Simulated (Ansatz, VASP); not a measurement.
Fe in VASP and in Ansatz

```
Fe
1.0
    -1.46773    1.41578    1.38279
     1.46773   -1.41578    1.38279
     1.46773    1.41578   -1.38279
Fe
1
Cartesian
  0.0000 0.0000 0.0000
```

Change from the starting cell: normal strain along x +0.0367, normal strain along z -0.0233.

Alike in both runs: task single point; functional PBE; k mesh 10 × 10 × 10; occupations gaussian, width 0.15 eV; collinear spin.

```csv
,VASP,Ansatz
version,VASP 6.6.1,Ansatz 0.2.0
potentials or method,"VASP PAW PBE potentials, release 64 (Fe)","scalar-relativistic, plane waves, PAW"
plane-wave cutoff (eV),520,520
valence electrons in the cell,8,16
```

|  | VASP | Ansatz | Ansatz less VASP |
| --- | --- | --- | --- |
| gap on the k mesh at the Fermi level (eV) | none | none | - |
| pressure (GPa) | -3.0 | -2.8 | +0.14 |
| largest component of the traceless stress (GPa) | 4.15 | 4.35 | +0.198 |
| net moment per atom (μB) | 2.17 | 2.15 | -0.017 |
| size of the moment on the site where the two differ most (μB) | 2.17 | 2.21 | +0.036 |

Site moments also hang on the region over which each program counts them. A gap of «none» marks a metal or a gap that the smearing closes. The two sets of potentials don't hold the same shells in valence.
